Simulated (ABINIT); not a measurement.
BN in ABINIT: the effect of target pressure

The system is BN.

```
CELL_PARAMETERS angstrom
2.49824 0.00000 0.00000
-1.24912 2.16354 0.00000
0.00000 0.00000 6.63570
ATOMIC_POSITIONS crystal
N 0.66667 0.33333 0.25000
N 0.33333 0.66667 0.75000
B 0.66667 0.33333 0.75000
B 0.33333 0.66667 0.25000
```

Alike in all runs:

```yaml
Program: ABINIT 10.8.3 (patched build)
Task: relaxation of cell and atoms
Functional: PBE
Potentials_or_basis: JTH PAW PBE v2.0
Cutoff: 707 eV
k_mesh: 12 × 12 × 4
Occupations: fermi-dirac, width 0.05 eV
Spin: no spin polarisation
```

Each run relaxes the cell or the atoms first.

Q: One run gave: relaxed volume 6.80 Å³/atom; gap on the mesh 3.86 eV. Which target pressure did it use?
A. 10 GPa
B. 5 GPa
C. 30 GPa
D. 20 GPa

A: C.

```csv
target pressure,relaxed volume (Å³/atom),gap on the mesh (eV)
5 GPa,8.62,4.17
10 GPa,7.97,4.09
20 GPa,7.25,3.94
30 GPa,6.80,3.86
```

Caveats: this functional lacks dispersion, which binds the layers, so the pressure and a relaxed spacing across them are unreliable; the atomic spheres overlap; the volume moved by over 15 % at a fixed basis, so the end points are rough (some runs).

A k mesh can miss the band edges.
